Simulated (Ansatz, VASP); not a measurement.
# Si54BC53 (B_C): VASP beside Ansatz, part 2 of 2

Wanted: the spread between two codes on one cell, functional and k mesh. Of the first pair: The structure shown is the start of the Ansatz relaxation below; VASP solves that cell, so the two are compared at the walk's first step.

VASP 6.6.1 and Ansatz 0.2.0.

So far. Step 3 (VASP: single point, r2SCAN, start cell, pair 1): The run ends at a pressure of 1.16 GPa, with forces up to 2.3 eV/Å.

### Step 6. VASP: single point, r2SCAN, relaxed cell, pair 2

Level of this step: r2SCAN, spin-polarised from a ferromagnetic start; plane waves and PAW (Si, C, B) (VASP).

The same cell, functional and mesh now go to VASP, with its own data sets.

INCAR

```
SYSTEM = Si54BC53
PREC = Accurate
ENCUT = 580
EDIFF = 1E-06
NELM = 200
ISMEAR = 0
SIGMA = 0.01
LREAL = Auto
ALGO = Normal
METAGGA = R2SCAN
LASPH = .TRUE.
NBANDS = 296
ISPIN = 2
MAGMOM = -0 -0 -0 0 0 0 -0 0 -0 0 0.01 -0 -0 -0 -0 0 -0 0 -0 0 -0 0 -0 0 0 0 -0 0 0.01 0 -0 0 -0 0 -0 0 -0 -0 -0 -0 0.01 0 -0 0 -0 0 0.04 0 -0 -0 -0 0 0.01 0 0 0 0 0 0.01 0 0 0.01 0.01 0 0.05 0 0 0 0 0 0.01 0 0 0 0 0 0.05 0 0 0 0.03 0 0 0 -0 0.01 0 0.05 0 0 0.01 0 0 0.01 0 0 0.03 0 0 0.05 0 0 0 0 -0 0.01 0 0.16
LORBIT = 11
LWAVE = .FALSE.
LCHARG = .FALSE.
ISIF = 2
ISYM = 0
NUPDOWN = 1
GGA_COMPAT = .FALSE.
LMIXTAU = .TRUE.
NCORE = 2
```

POSCAR

```
Si54BC53
1.0
    9.2359949358      0.0000000000      0.0000000000
   -4.6179974679      7.9986062436      0.0000000000
    0.0000000000      0.0000000000     15.1078644000
Si C B
54 53 1
Direct
    0.1116877920      0.2211661846      0.8328453433
    0.2207174885      0.1107273969      0.3317214168
    0.2226835284      0.1105317745      0.6664460022
[... 1 atom line left out ...]
    0.9996896628      0.9998225689      0.4993944740
[... 2 atom lines left out ...]
    0.2209944917      0.4445030052      0.3320813877
    0.2229585150      0.4436946173      0.6664957194
[... 1 atom line left out ...]
    0.9991929721      0.3329188681      0.4991912099
[... 5 atom lines left out ...]
    0.0000729394      0.6678181663      0.4993132732
[... 1 atom line left out ...]
    0.4442921311      0.2199570689      0.8340089925
    0.5539522050      0.1106737255      0.3321545307
    0.5551922739      0.1105454409      0.6670727356
[... 1 atom line left out ...]
    0.3316699710      0.9993646564      0.4993140712
[... 1 atom line left out ...]
    0.4446944376      0.5546797008      0.8339267070
    0.5541175661      0.4455211540      0.3330958412
    0.5566545328      0.4428242678      0.6703636259
[... 1 atom line left out ...]
    0.3271984888      0.3273593561      0.4973760885
[... 2 atom lines left out ...]
    0.5550521326      0.7785850070      0.3320700974
    0.5557329843      0.7764926820      0.6664755316
[... 1 atom line left out ...]
    0.3333494150      0.6661805472      0.4992341440
[... 5 atom lines left out ...]
    0.6665623817      0.0002740356      0.4991913436
[... 1 atom line left out ...]
    0.7794399701      0.5551334746      0.8340138898
    0.8889279025      0.4456121914      0.3322082700
    0.8888691309      0.4442342610      0.6670818999
[... 1 atom line left out ...]
    0.6692622602      0.3299978376      0.4973753762
[... 2 atom lines left out ...]
    0.8888478098      0.7788642836      0.3317269308
    0.8889019750      0.7767604854      0.6664382227
[... 1 atom line left out ...]
    0.6721171140      0.6723654392      0.4973986090
[... 3 atom lines left out ...]
    0.1114382117      0.2212768533      0.7079191661
[... 1 atom line left out ...]
    0.2190149581      0.1080173169      0.5413609329
[... 5 atom lines left out ...]
    0.2204965987      0.4443462066      0.5414855870
[... 2 atom lines left out ...]
    0.9992264524      0.6674845116      0.3740116080
[... 5 atom lines left out ...]
    0.3320859400      0.0003316790      0.3740242648
    0.4434850592      0.2189853666      0.7103335005
[... 1 atom line left out ...]
    0.5541334037      0.1105032976      0.5417354129
[... 2 atom lines left out ...]
    0.3295692710      0.3318537822      0.3723412696
    0.4438907664      0.5555493110      0.7097991150
[... 3 atom lines left out ...]
    0.3327254638      0.6668355393      0.3739698014
[... 2 atom lines left out ...]
    0.5551750355      0.7791071948      0.5414943709
[... 3 atom lines left out ...]
    0.7780086673      0.2214126138      0.7079939924
[... 4 atom lines left out ...]
    0.6662037063      0.3333505693      0.3732844077
    0.7804654169      0.5559742040      0.7103297537
[... 1 atom line left out ...]
    0.8889524536      0.4454230648      0.5417327311
[... 2 atom lines left out ...]
    0.6677705430      0.6700774354      0.3723346477
    0.7781343539      0.8879788823      0.7079174207
[... 1 atom line left out ...]
    0.8915478008      0.7805786469      0.5413786434
[... 1 atom line left out ...]
    0.5520761646      0.4477145143      0.5432211655
```

KPOINTS

```
Points of the shifted mesh
1
Reciprocal
 0.2500000000  0.2500000000  0.2500000000 1
```

Potentials, in the order of the species: Si, C and B (PBE family, release 64).

Command:

```
$ mpirun -np 8 vasp_std
```

Numbers of over 12 decimals in the logs are rounded to 6 here.

What it wrote:

```text
[banner, memory and clock lines left out]
running    8 mpi-ranks, on    1 nodes
[...]
[... a notice as in an earlier step ...]

 LDA part: xc-table for (None), standard interpolation
 POSCAR, INCAR and KPOINTS ok, starting setup
[...]
entering main loop
       N       E                     dE             d eps       ncg     rms          rms(c)
DAV:   1     0.119727976501E+04    0.11973E+04   -0.21645E+05  1184   0.149E+03
DAV:   2    -0.103992154720E+04   -0.22372E+04   -0.21056E+04  1448   0.254E+02
DAV:   3    -0.119830286344E+04   -0.15838E+03   -0.15667E+03  1464   0.625E+01
DAV:   4    -0.120178017110E+04   -0.34773E+01   -0.34625E+01  1448   0.101E+01
[...]
DAV:  26    -0.104299088013E+04    0.23538E-05   -0.16822E-06   816   0.286E-03    0.940E-03
DAV:  27    -0.104299087723E+04    0.29052E-05   -0.13634E-06   688   0.191E-03    0.712E-03
DAV:  28    -0.104299087716E+04    0.65760E-07   -0.48636E-07   688   0.148E-03
   1 F= -.10429909E+04 E0= -.10429909E+04  d E =-.816768E-22  mag=     1.0000
```

Parts of OUTCAR (step 6):

```text
  FREE ENERGIE OF THE ION-ELECTRON SYSTEM (eV)
  ---------------------------------------------------
  free  energy   TOTEN  =     -1042.9908771635 eV

  energy  without entropy=    -1042.9908771635  energy(sigma->0) =    -1042.99087716

 magnetization (x)
# of ion       s       p       d       tot
------------------------------------------
    1       -0.000  -0.000   0.000  -0.000
    2       -0.000  -0.000   0.000  -0.000
    3       -0.000  -0.000   0.000  -0.000
    4       -0.000   0.000   0.000   0.000
    5       -0.000   0.001   0.000   0.001
    6       -0.000   0.000   0.000   0.000
    7       -0.000  -0.000   0.000  -0.000
    8       -0.000   0.001   0.000   0.001
    9       -0.001  -0.002   0.000  -0.002
   10       -0.000   0.001   0.000   0.001
   11        0.000   0.010   0.000   0.010
   12       -0.000  -0.000   0.000  -0.000
   13       -0.000  -0.000   0.000  -0.000
[...]
--------------------------------------------------
tot          0.033   0.570   0.000   0.603
```

The run ends at a pressure of 0.38 GPa, with forces up to 0.023 eV/Å.

### Step 7. Comparison

What differs besides the data sets and the points named for the pairs above, as far as they apply: site moments are counted in spheres of each program's own size. Total energies have different zeros and are not compared.

Both answers:

```
                             quantity  Ansatz  VASP  difference
total moment, fixed by the input (μB)    1.00  1.00        0.00
                  moment on B108 (μB)    0.16  0.19       -0.03
                  moment on Si47 (μB)    0.04  0.07       -0.03
                   moment on C65 (μB)    0.05  0.05        0.00
                   moment on C88 (μB)    0.05  0.05        0.00
```

At this near-relaxed geometry the largest component of a force difference is 13 meV/Å.

### Step 8. What came out

```yaml
r_m_s_force_difference_single_point_r2scan_start_cell_pair_1: 0.53 % of the r.m.s. force
difference_in_moment_on_si47_single_point_r2scan_relaxed_cell_pair_2: -0.031 μB
```

**Reading.** The r.m.s. force difference is 0.53 % of the r.m.s. force (single point, r2SCAN, start cell, pair 1), within the 3 % picked in this series as the mark of a large difference. Such differences can come from data sets, numerical settings and the points named under the comparisons, not from the functional's error against experiment.

[Lines on the potential files, build, host, timing and source positions are cut from VASP's logs without a mark.]

[Logs are printed without paths, hosts, clocks, repeated set-up lines and the standing remarks that a program may print on its own settings, such as how far it seeks lower states.]

[Hosts, paths, dates, database ids (printed as entryN), source tags and the programs' standing remarks are cut or masked in the printed files.]
